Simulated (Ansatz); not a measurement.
The elements of this relaxed trial crystal are hidden behind letters.

```
lattice vectors (Å)
   3.2476    0.0000    0.0000
  -1.6238    2.8125    0.0000
   0.0000    0.0000   10.3637
fractional positions
X 0.6667 0.3333 0.8758
X 0.3333 0.6667 0.1242
X 0.6667 0.3333 0.3820
X 0.3333 0.6667 0.6180
Z 0.0000 0.0000 0.0000
```

These are results of DFT PBE, scalar-relativistic, plane waves, PAW (Ansatz), not measurements. Settings of the last relaxation (5-atom cell): 420 eV, 12×12×4 k points, Gaussian smearing of 0.10 eV, no spin polarisation.

* Space group: P-3m1 (No. 164)
* Conventional cell: a = 3.248 Å, c = 10.364 Å
* Volume per atom: 18.93 Å³
* Density: 12.74 g/cm³
* Formation energy: −0.38 eV/atom
* Gap on the 12×12×4 mesh of the 5-atom cell: 0 eV (a metal)

Energies are uncorrected and count from the elements' standard states at the same level.

Question: X is a d-block element of period 6 and Z is a p-block element of period 2. Which elements are they?

Answer: X = Hf, Z = C, so the formula is Hf4C. Density times volume gives a mean mass of 12.74 × 18.93/1.6605 = 145.2 u per atom, and this set has 145.2 u. Around Hf on its first site lie 3 C at 2.27 Å and 12 Hf at 3.19–3.26 Å; Hf on its second site has 12 Hf at 3.08–3.26 Å; C is surrounded by 6 Hf at 2.27 Å. Other sets within the hints have nearly the same mass, so mass alone doesn't settle it; this one was computed.

These runs have no spin–orbit coupling, which can matter for Hf. A later test with randomly moved atoms came back to the same energy, though modes that don't fit the test's cell weren't probed.
